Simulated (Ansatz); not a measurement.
# ScAl3: uniaxial strain along a

The task here is to estimate one member of a computed series from the others.

Method: DFT r2SCAN, scalar-relativistic, plane waves, PAW, in Ansatz 0.2.0.

2 further runs of the same task are left out: 2 set aside as unsound or not needed.

## The structure to begin with

The structure is cubic, space group Pm-3m (No. 221). The conventional cell has a = 4.086 Å, b = 4.086 Å, c = 4.086 Å, α = 90.00°, β = 90.00°, γ = 90.00°. Sc (site symmetry m-3m) has 12 Al at 2.89 Å as nearest neighbours. Al (site symmetry 4/mmm) is surrounded by 4 Sc at 2.89 Å and 8 Al at 2.89 Å.

As a file:

```cif
data_structure
_symmetry_space_group_name_H-M 'P 1'
_symmetry_Int_Tables_number 1
_cell_length_a 4.0855
_cell_length_b 4.0855
_cell_length_c 4.0855
_cell_angle_alpha 90.000
_cell_angle_beta 90.000
_cell_angle_gamma 90.000
_cell_volume 68.19
loop_
_atom_site_label
_atom_site_type_symbol
_atom_site_fract_x
_atom_site_fract_y
_atom_site_fract_z
_atom_site_occupancy
Sc1 Sc 0.00000 0.00000 0.00000 1
Al1 Al 0.50000 0.00000 0.50000 1
Al2 Al 0.00000 0.50000 0.50000 1
Al3 Al 0.50000 0.50000 0.00000 1
```

It goes back to an entry of the Materials Project.

This cell was relaxed beforehand with the same method: volume 17.05 Å³/atom, gap on the mesh none (metal).

Set-up of the first run:

Input file input.yaml:

```yaml
crystal:
  lattice:
    - [4.0855365706, 0.0, 0.0]
    - [0.0, 4.0855365706, 0.0]
    - [0.0, 0.0, 4.0855365706]
  atoms:
    - { symbol: Sc, position: [0.0, 0.0, 0.0] }
    - { symbol: Al, position: [0.5, 0.0, 0.5] }
    - { symbol: Al, position: [0.0, 0.5, 0.5] }
    - { symbol: Al, position: [0.5, 0.5, 0.0] }
basis:
  ecutwfc: 500
kpoints:
  mp_grid: { grid: [14, 14, 14] }
hamiltonian:
  xc: r2scan
scf:
  occupations: { method: gaussian, width: 0.1 }
output:
  forces: true
  stress: true
  eigenvalues: true
```

Command:

```bash
$ ansatz run input.yaml --threads 1 --pin off --max-ram 2560MiB --backend cpu --events-out ev --progress --plain --runs-dir out
```

Among the steps run: Reference cell for the strains; The cell strained by -2.0 %; Strain +2.0 %; Strain -4.0 %; The cell strained by +4.0 %; The cell strained by -6.0 %; Strain +6.0 %.

One table of the session follows, with a row left open; its other results are not shown here.

It belongs to the step «Energy and stress against strain (a metal throughout)». Lengths are those of the vectors of the cell that was run; stresses in GPa:

| strain (%) | ΔE (meV/atom) | a (Å) | b (Å) | c (Å) |
| --- | --- | --- | --- | --- |
| -6.0 | 37.3 | 3.840 | 4.142 | 4.142 |
| -4.0 | 16.6 | 3.922 | 4.120 | 4.120 |
| -2.0 | ? | ? | ? | ? |
| +0.0 | 0.0 | 4.086 | 4.086 | 4.086 |
| +2.0 | 3.8 | 4.167 | 4.074 | 4.074 |
| +4.0 | 15.2 | 4.249 | 4.063 | 4.063 |
| +6.0 | 33.1 | 4.331 | 4.052 | 4.052 |

**Question.** Estimate the row for strain (%) = -2.0.

Worked estimate for «ΔE (meV/atom)». A straight line through the neighbours (-4.0, 16.6) and (0.0, 0.0) gives 16.6 + (0.0 − 16.6) × (-2.0 + 4.0) / (0.0 + 4.0) = 8.3; a parabola fitted to 4 rows on both sides gives 4.2.

The run gave: ΔE (meV/atom): 4.2; a (Å): 4.004; b (Å): 4.101; c (Å): 4.101. In «ΔE (meV/atom)» the line misses by +4.1 and the parabola by 0.0.

ΔE is over the unstrained cell. Stress in GPa, positive in compression, on the Cartesian axes of the input. 
